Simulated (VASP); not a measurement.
Here is a VASP 6.6.1 calculation.

The input POSCAR:

```
SnO2
1.0
    4.8294399998      0.0000000000      0.0000000000
    0.0000000000      4.8294399998      0.0000000000
    0.0000000000      0.0000000000      3.2421528657
  Sn              O
     2     4
Direct
     0.0000000000000000    0.0000000000000000    0.0000000000000000
     0.5000000000000000    0.5000000000000000    0.5000000000000000
     0.3065613629827098    0.3065613629827098    0.0000000000000000
     0.1934386370172902    0.8065613629827098    0.5000000000000000
     0.6934386370172902    0.6934386370172902    0.0000000000000000
     0.8065613629827098    0.1934386370172902    0.5000000000000000
```

The input INCAR.step1:

```
PREC     = Accurate       # precision mode
ENCUT    = 600            # plane-wave cutoff, eV
EDIFF    = 1E-8           # SCF threshold, eV
ISMEAR   = 0              # smearing method
SIGMA    = 0.03           # smearing width, eV
LREAL    = F              # projectors in reciprocal space
LASPH    = T              # aspherical terms in the spheres
NELM     = 80             # most SCF steps
ALGO     = Fast           # electronic algorithm
ISIF     = 3              # what is computed and relaxed
LWAVE    = F              # write WAVECAR
LCHARG   = F              # write CHGCAR
GGA      = PE             # functional
KPAR     = 2            
IBRION   = 2              # ionic algorithm
NSW      = 40             # ionic steps
EDIFFG   = -0.002         # ionic threshold
```

File INCAR.step2:

```
PREC     = Accurate       # precision mode
ENCUT    = 600            # plane-wave cutoff, eV
EDIFF    = 1E-8           # SCF threshold, eV
ISMEAR   = 0              # smearing method
SIGMA    = 0.03           # smearing width, eV
LREAL    = F              # projectors in reciprocal space
LASPH    = T              # aspherical terms in the spheres
NELM     = 80             # most SCF steps
ALGO     = Fast           # electronic algorithm
ISIF     = 2              # what is computed and relaxed
LWAVE    = F              # write WAVECAR
LCHARG   = F              # write CHGCAR
GGA      = PE             # functional
KPAR     = 2            
IBRION   = 6              # ionic algorithm
NFREE    = 2            
POTIM    = 0.015          # step
NSW      = 1              # ionic steps
```

Contents of KPOINTS:

```
Automatic mesh
0
Gamma
  6 6 8
```

Potentials or basis: VASP PAW PBE potentials, release 64 (Sn_d, O).

Command:

```bash
$ cat potpaw_PBE.64/Sn_d/POTCAR potpaw_PBE.64/O/POTCAR > POTCAR
$ cp INCAR.step1 INCAR
$ mpirun -np 2 vasp_std > vasp.out
$ cp CONTCAR POSCAR
$ cp INCAR.step2 INCAR
$ mpirun -np 2 vasp_std > vasp.out
```

Problem. Predict the highest phonon frequency at Γ, LO-TO splitting left out.

Solution. 707 cm⁻¹.

Phonon frequencies in cm⁻¹ (negative: imaginary):
| q point | frequencies |
| --- | --- |
| (0.000, 0.000, 0.000) | 0 0 0 108 141 219 219 261 261 340 432 438 438 529 552 552 585 707 |
